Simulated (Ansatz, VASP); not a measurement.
One calculation of Mg, two programs

```xyz
1
Lattice="2.8570 0.0000 0.0000 0.0000 2.8570 0.0000 0.0000 0.0000 2.8570" Properties=species:S:1:pos:R:3 pbc="T T T"
Mg    0.0000    0.0000    0.0000
```

Change from the starting cell: volume scaled by 0.9, LAPW.

Alike in both runs: task single point; functional LDA; k mesh 15 × 15 × 15; occupations fermi-dirac, width 0.05 eV; no spin polarisation.

```csv
,VASP,Ansatz
version,VASP 6.6.1,Ansatz 0.2.0
potentials or method,"VASP PAW LDA potentials, release 64 (Mg), cutoff 520 eV","all-electron LAPW, scalar-relativistic"
```

VASP gave:

- pressure (GPa): 3.1

Task: What did Ansatz give for the same quantities?

Result: Pressure (GPa): 3.3.

Ansatz ran all-electron here, so the differences hold the error of VASP's frozen core and of both bases.
